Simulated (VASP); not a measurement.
# In (P6_3/mmc) in VASP: single point with PBE

Aim: the single point of In with PBE.

All numbers are computed with VASP 6.6.1; they aren't measurements. Logs are shortened: lines on timing, memory, paths and dates and some standing lists are left out, and cuts for length are marked.

## 1. Starting point

Symmetry: P6_3/mmc, No. 194, hexagonal system. Conventional cell: a = 3.289 Å, b = 3.289 Å, c = 5.978 Å, α = 90.00°, β = 90.00°, γ = 120.00°. Around In (site symmetry -6m2) lie 12 In at 3.29 to 3.54 Å.

The cell was built by a generator and needn't be a form met in nature.

## 2. Single point, PBE

INCAR reads:

```
SYSTEM = In
PREC     = Accurate       ! precision mode
ENCUT    = 520            ! plane-wave cutoff, eV
EDIFF    = 1E-6           ! SCF threshold, eV
ISMEAR   = 0              ! smearing method
SIGMA    = 0.05           ! smearing width, eV
LREAL    = .False.        ! projectors in reciprocal space
LASPH    = .True.         ! aspherical terms in the spheres
NELM     = 100            ! most SCF steps
ALGO     = Normal         ! electronic algorithm
ISIF     = 2              ! what is computed and relaxed
LWAVE    = .False.        ! write WAVECAR
LCHARG   = .True.         ! write CHGCAR
GGA      = PE             ! functional
LELF     = .True.         ! ELF
LVHAR    = .True.       
NBANDS   = 20             ! bands
```

KPOINTS reads:

```
Automatic mesh
0
Gamma
  8 8 4
  0 0 0
```

POSCAR reads:

```
In
1.0
    3.2894804272      0.0000000000      0.0000000000
   -1.6447402136      2.8487736152      0.0000000000
    0.0000000000      0.0000000000      5.9776340230
In
2
Direct
    0.3333333333      0.6666666667      0.7500000000
    0.6666666667      0.3333333333      0.2500000000
```

Potentials or basis: VASP PAW PBE potentials, release 64 (In_d).

Launch:

```sh
$ cat potpaw_PBE.64/In_d/POTCAR > POTCAR
$ mpirun -np 1 vasp_std > vasp.out
```

OUTCAR:

```text
SYSTEM = In
   PREC = Accurate
   ENCUT = 520
   EDIFF = 1E-6
   ISMEAR = 0
   LREAL = .False.
   LASPH = .True.
   NELM = 100
   ISIF = 2
   GGA = PE

 ion  position               nearest neighbor table
   1  0.333  0.667  0.750-   2 3.54   2 3.54   2 3.54   2 3.54   2 3.54   2 3.54
   2  0.667  0.333  0.250-   1 3.54   1 3.54   1 3.54   1 3.54   1 3.54   1 3.54

  LATTYP: Found a hexagonal cell.
 ALAT       =     3.2894804272
 C/A-ratio  =     1.8171970180

  Lattice vectors:

 A1 = (   3.2894804272,   0.0000000000,   0.0000000000)
 A2 = (  -1.6447402136,   2.8487736152,   0.0000000000)
 A3 = (   0.0000000000,   0.0000000000,   5.9776340230)

Analysis of symmetry for initial positions (statically):
=====================================================================
 Subroutine PRICEL returns:
 Original cell was already a primitive cell.

 Routine SETGRP: Setting up the symmetry group for a
 hexagonal supercell.

 Subroutine GETGRP returns: Found 24 space group operations
 (whereof 12 operations were pure point group operations)
 out of a pool of 24 trial point group operations.

The static configuration has the point symmetry D_3d.
 The point group associated with its full space group is D_6h.

Analysis of symmetry for dynamics (positions and initial velocities):
=====================================================================
 Subroutine PRICEL returns:
 Original cell was already a primitive cell.

 Routine SETGRP: Setting up the symmetry group for a
 hexagonal supercell.

 Subroutine GETGRP returns: Found 24 space group operations
 (whereof 12 operations were pure point group operations)
 out of a pool of 24 trial point group operations.

The dynamic configuration has the point symmetry D_3d.
 The point group associated with its full space group is D_6h.

 Subroutine INISYM returns: Found 24 space group operations
 (whereof 12 operations are pure point group operations),
 and found     1 'primitive' translations

----------------------------------------------------------------------------------------

                                     Primitive cell

  volume of cell :      56.0163

  direct lattice vectors                    reciprocal lattice vectors
     3.289480427  0.000000000  0.000000000     0.303999377  0.175514122  0.000000000
    -1.644740214  2.848773615  0.000000000     0.000000000  0.351028244  0.000000000
     0.000000000  0.000000000  5.977634023     0.000000000  0.000000000  0.167290268

  length of vectors
     3.289480427  3.289480427  5.977634023     0.351028244  0.351028244  0.167290268

  position of ions in fractional coordinates (direct lattice)
     0.333333333  0.666666667  0.750000000
     0.666666667  0.333333333  0.250000000

  ion indices of the primitive-cell ions
   primitive index   ion index
                 1           1
                 2           2

----------------------------------------------------------------------------------------

 KPOINTS: Automatic mesh

Automatic generation of k-mesh.
 Grid dimensions read from file:
 generate k-points for:    8    8    4

 Generating k-lattice:

  Cartesian coordinates                     Fractional coordinates (reciprocal lattice)
     0.037999922  0.021939265  0.000000000     0.125000000  0.000000000  0.000000000
     0.000000000  0.043878531  0.000000000     0.000000000  0.125000000  0.000000000
     0.000000000  0.000000000  0.041822567     0.000000000  0.000000000  0.250000000

  Length of vectors
     0.043878531  0.043878531  0.041822567

  Shift w.r.t. Gamma in fractional coordinates (k-lattice)
     0.000000000  0.000000000  0.000000000

 Subroutine IBZKPT returns following result:
 ===========================================

 Found     30 irreducible k-points:

 Following reciprocal coordinates:
            Coordinates               Weight
  0.000000  0.000000  0.000000      1.000000
  0.125000  0.000000  0.000000      6.000000
  0.250000  0.000000  0.000000      6.000000
  0.375000 -0.000000  0.000000      6.000000
  0.500000  0.000000  0.000000      3.000000
  0.125000  0.125000  0.000000      6.000000
[... 16 lines left out ...]
  0.250000  0.000000  0.500000      6.000000
  0.375000 -0.000000  0.500000      6.000000
 [... further k-points ...]
   k-points           NKPTS =     30   k-points in BZ     NKDIM =     30   number of bands    NBANDS=     20
   number of dos      NEDOS =    301   number of ions     NIONS =      2
   total plane-waves  NPLWV =  27648
   dimension x,y,z NGX =    24 NGY =   24 NGZ =   48
   dimension x,y,z NGXF=    48 NGYF=   48 NGZF=   96
   ions per type =               2
   NGX,Y,Z   is equivalent  to a cutoff of  12.13, 12.13, 13.35 a.u.
   NGXF,Y,Z  is equivalent  to a cutoff of  24.26, 24.26, 26.70 a.u.
 SYSTEM =  In
   PREC   = accura    normal or accurate (medium, high low for compatibility)
   ISTART =      0    job   : 0-new  1-cont  2-samecut
   ICHARG =      2    charge: 1-file 2-atom 10-const
   ISPIN  =      1    spin polarized calculation?
   LNONCOLLINEAR =      F non collinear calculations
   LSORBIT =      F    spin-orbit coupling
   LASPH  =      T    aspherical Exc in radial PAW
   ENCUT  =  520.0 eV  38.22 Ry    6.18 a.u.   6.12  6.12 11.11*2*pi/ulx,y,z
   NELM   =    100;   NELMIN=  2; NELMDL= -5     # of ELM steps
   EDIFF  = 0.1E-05   stopping-criterion for ELM
   LREAL  =      F    real-space projection
   EDIFFG = 0.1E-04   stopping-criterion for IOM
   NSW    =      0    number of steps for IOM
   IBRION =     -1    ionic relax: 0-MD 1-quasi-New 2-CG
   NFREE  =      0    steps in history (QN), initial steepest desc. (CG)
   ISIF   =      2    stress and relaxation
   ISYM   =      2    0-nonsym 1-usesym 2-fastsym
   POTIM  = 0.5000    time-step for ionic-motion
   TEBEG  =    0.0;   TEEND  =   0.0 temperature during run
   PSTRESS=    0.0 pullay stress
   NELECT =      26.0000    total number of electrons
   NUPDOWN=      -1.0000    fix difference up-down
   EMIN   =  10.00;   EMAX   =-10.00  energy-range for DOS
   EFERMI =   0.00;   METHOD = LEGACY
   ISMEAR =     0;   SIGMA  =   0.05  broadening in eV -4-tet -1-fermi 0-gaus
   EFERMI_NEDOS =   21; number of points for ismear=-14 and -15
   IALGO  =     38    algorithm
   IMIX   =      4    mixing-type and parameters
     AMIX     =   0.40;   BMIX     =  1.00
     AMIX_MAG =   1.60;   BMIX_MAG =  1.00
  volume/ion in A,a.u.               =      28.01       189.01
  Fermi-wavevector in a.u.,A,eV,Ry     =   1.267538  2.395300 21.859846  1.606653
  Thomas-Fermi vector in A             =   2.400681
   LORBIT       =      0    0 simple, 1 ext, 2 COOP (PROOUT), +10 PAW based schemes
   GGA     = PE    functional components
   LHFCALC =     F    Hartree Fock is set to
   AEXX    =    0.0000 exact exchange contribution
   IVDW    =     0    specifies the selected vdW correction
   LEPSILON=     F    determine dielectric tensor
   LRPA    =     F    only Hartree local field effects (RPA)
 non-spin polarized calculation
 Gauss-broadening in eV      SIGMA  =   0.05
  energy-cutoff  :      520.00
  volume of cell :       56.02
 maximum number of plane-waves:      1524
   NGX = 13   NGY = 13   NGZ = 23

 number of electron      26.0000026 magnetization

 Free energy of the ion-electron system (eV)
  ---------------------------------------------------
  ext. energy  EPLUGINS =         0.00000000
  ---------------------------------------------------
  free energy    TOTEN  =        -5.06847846 eV

  energy without entropy =       -5.06460524  energy(sigma->0) =       -5.06654185

 E-fermi :   6.8058     XC(G=0):  -9.9247

 val. band max:        6.7928066491   @ k =   0.3750  -0.0000   0.5000
 cond. band min:       6.8084528317   @ k =   0.3750   0.1250   0.2500
 fundamental gap:      0.0156461826
 Fermi energy:         6.8057929030

 k-point     1 :       0.0000    0.0000    0.0000
  band No.  band energies     occupation
      1      -7.8743      2.00000
      2      -7.8714      2.00000
      3      -7.7965      2.00000
      4      -7.7965      2.00000
      5      -7.7816      2.00000
      6      -7.7816      2.00000
[... 12 lines left out ...]
     19      17.8423      0.00000
     20      18.3811      0.00000

 k-point     2 :       0.1250    0.0000    0.0000
  band No.  band energies     occupation
      1      -7.8668      2.00000
      2      -7.8411      2.00000
      3      -7.7995      2.00000
      4      -7.7752      2.00000
      5      -7.7500      2.00000
      6      -7.7366      2.00000
[... 12 lines left out ...]
     19      17.6176      0.00000
     20      18.2306      0.00000

 k-point     3 :       0.2500    0.0000    0.0000
  band No.  band energies     occupation
      1      -7.9138      2.00000
      2      -7.8416      2.00000
      3      -7.7542      2.00000
      4      -7.7515      2.00000
      5      -7.6923      2.00000
      6      -7.6810      2.00000
[... 12 lines left out ...]
     19      16.2868      0.00000
     20      16.6734      0.00000

 k-point     4 :       0.3750   -0.0000    0.0000
  band No.  band energies     occupation
      1      -7.9701      2.00000
      2      -7.8835      2.00000
      3      -7.8319      2.00000
      4      -7.7189      2.00000
      5      -7.7105      2.00000
      6      -7.6767      2.00000
[... 12 lines left out ...]
     19      15.1703      0.00000
     20      17.2232      0.00000

 k-point     5 :       0.5000    0.0000    0.0000
  band No.  band energies     occupation
      1      -7.9936      2.00000
      2      -7.9019      2.00000
      3      -7.8656      2.00000
      4      -7.7318      2.00000
      5      -7.7295      2.00000
      6      -7.6451      2.00000
[... 12 lines left out ...]
     19      14.9292      0.00000
     20      17.1400      0.00000
[... 353 lines left out ...]
      6      -7.7960      2.00000
[... 12 lines left out ...]
     19      18.4966      0.00000
     20      18.4966      0.00000

 k-point    22 :       0.1250    0.0000    0.5000
  band No.  band energies     occupation
      1      -7.8524      2.00000
      2      -7.8524      2.00000
      3      -7.7988      2.00000
      4      -7.7988      2.00000
      5      -7.7517      2.00000
      6      -7.7517      2.00000
[... 12 lines left out ...]
     19      17.4444      0.00000
     20      17.4444      0.00000

 k-point    23 :       0.2500    0.0000    0.5000
  band No.  band energies     occupation
      1      -7.8831      2.00000
      2      -7.8831      2.00000
      3      -7.7799      2.00000
      4      -7.7799      2.00000
      5      -7.6559      2.00000
      6      -7.6559      2.00000
[... 12 lines left out ...]
     19      16.4418      0.00000
     20      16.4418      0.00000

 k-point    24 :       0.3750   -0.0000    0.5000
  band No.  band energies     occupation
      1      -7.9281      2.00000
      2      -7.9281      2.00000
      3      -7.8233      2.00000
      4      -7.8233      2.00000
      5      -7.6413      2.00000
      6      -7.6413      2.00000
[... 12 lines left out ...]
     19      15.7722      0.00000
     20      15.7722      0.00000

 [... further k-points ...]

------------------------ aborting loop because EDIFF is reached ----------------------------------------

  FORCE on cell =-STRESS in cart. coord.  units (eV):
  Direction    XX          YY          ZZ          XY          YZ          ZX
  --------------------------------------------------------------------------------------
  -------------------------------------------------------------------------------------
  Total       -0.0306861     -0.0306861      0.0316029     -0.0000000      0.0000000      0.0000000
  in kB       -0.8776835     -0.8776835      0.9039059     -0.0000000      0.0000000      0.0000000
  external PRESSURE =      -0.2838204 kB  Pullay stress =       0.0000000 kB

 VOLUME and BASIS-vectors are now :
 -----------------------------------------------------------------------------
  energy-cutoff  :      520.00
  volume of cell :       56.02
      direct lattice vectors                 reciprocal lattice vectors
     3.289480427  0.000000000  0.000000000     0.303999377  0.175514122  0.000000000
    -1.644740214  2.848773615  0.000000000     0.000000000  0.351028244  0.000000000
     0.000000000  0.000000000  5.977634023     0.000000000  0.000000000  0.167290268

 POSITION                                       TOTAL-FORCE (eV/Angst)
 -----------------------------------------------------------------------------------
     -0.00000      1.89918      4.48323        -0.000000     -0.000000      0.000000
      1.64474      0.94959      1.49441         0.000000      0.000000      0.000000
 -----------------------------------------------------------------------------------
    total drift:                                0.000000     -0.000000      0.000000

  FREE ENERGIE OF THE ION-ELECTRON SYSTEM (eV)
  ---------------------------------------------------
  free  energy   TOTEN  =        -5.0684784619 eV

  energy  without entropy=       -5.0646052350  energy(sigma->0) =       -5.06654185
```

It took 26 s on 1 thread of AMD EPYC 7R13 (Zen 3), shared host; peak memory 0.15 GiB.

What came out:

```yaml
Free_energy: -5.0685 eV
Pressure: 0.0 GPa
Band_gap_on_the_k_mesh: none (metal or under the smearing width)
```

Stress tensor (GPa, compression positive):
```
-0.09  0.00  0.00
 0.00 -0.09  0.00
 0.00  0.00  0.09
```

Levels at points of the mesh, in eV from the Fermi level:
```
           k point  band 9  band 10  band 11  band 12  band 13  band 14  band 15  band 16  band 17  band 18
(0.00, 0.00, 0.00)  -14.36   -14.36    -9.14    -5.36    -3.40     7.66     9.21     9.21    10.71    10.71
(0.50, 0.00, 0.00)  -14.28   -14.27    -4.34    -3.72    -0.58    -0.34     0.96     2.76     4.79     7.96
(0.00, 0.00, 0.50)  -14.40   -14.40    -8.01    -8.01     1.48     1.48     9.99     9.99     9.99     9.99
(0.50, 0.00, 0.50)  -14.27   -14.27    -3.32    -3.32    -2.48    -2.48     5.00     5.00     5.97     5.97
```
